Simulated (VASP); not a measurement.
Here is a VASP 6.6.1 calculation.

File POSCAR:

```
BN
1.0
    2.5078278373     -0.0000000000     -0.0000000000
   -1.2539139186      2.1718426157     -0.0000000000
    0.0000000000      0.0000000000     27.7402165691
  B               N
     4     4
Direct
     0.6666666667000030    0.3333333333999988    0.3202959566733614
     0.3333333332999970    0.6666666666000012    0.4401156667729118
     0.6666666667000030    0.3333333333999988    0.5598843332270883
     0.3333333332999970    0.6666666666000012    0.6797040433266385
     0.3333333332999970    0.6666666666000012    0.3202351311481220
     0.6666666667000030    0.3333333333999988    0.4401117933634616
     0.3333333332999970    0.6666666666000012    0.5598882066365385
     0.6666666667000030    0.3333333333999988    0.6797648688518778
```

Contents of INCAR.step1:

```
  ALGO = Normal
  DIPOL = 0.5 0.5 0.500
  EDIFF = 1E-8
  EDIFFG = -0.002
  ENCUT = 600
  GGA = PE
  IBRION = 2
  IDIPOL = 3
  ISIF = 2
  ISMEAR = 0
  IVDW = 12
  LASPH = True
  LCHARG = False
  LDIPOL = True
  LREAL = False
  LWAVE = False
  NELM = 100
  NSW = 40
  PREC = Accurate
  SIGMA = 0.05
```

Contents of INCAR.step2:

```
  ALGO = Normal
  DIPOL = 0.5 0.5 0.500
  EDIFF = 1E-8
  ENCUT = 600
  GGA = PE
  IBRION = 6
  IDIPOL = 3
  ISIF = 2
  ISMEAR = 0
  IVDW = 12
  LASPH = True
  LCHARG = False
  LDIPOL = True
  LREAL = False
  LWAVE = False
  NELM = 100
  NFREE = 2
  NSW = 1
  POTIM = 0.015
  PREC = Accurate
  SIGMA = 0.05
```

The input KPOINTS:

```
k-points
0
Gamma
  6 6 1
```

Potentials or basis: VASP PAW PBE potentials, release 64 (B, N).

The run is started by

```sh
$ cat potpaw_PBE.64/B/POTCAR potpaw_PBE.64/N/POTCAR > POTCAR
$ cp INCAR.step1 INCAR
$ mpirun -np 1 vasp_std > vasp.out
$ cp CONTCAR POSCAR
$ cp INCAR.step2 INCAR
$ mpirun -np 1 vasp_std > vasp.out
```

**Question.** Predict the highest phonon frequency at Γ, LO-TO splitting left out.

**Answer.** 1350 cm⁻¹.

**Question.** Predict the dispersion energy per atom.

**Answer.** -0.123 eV.

Phonon frequencies in cm⁻¹ (negative: imaginary):
```
              q point                                                                                frequencies
(0.000, 0.000, 0.000)  0 0 0 15 15 30 30 41 41 43 80 107 798 800 803 804 1350 1350 1350 1350 1350 1350 1350 1350
```

Caveat: the k mesh is coarse (spacing up to 0.48 Å⁻¹), so the values aren't converged.
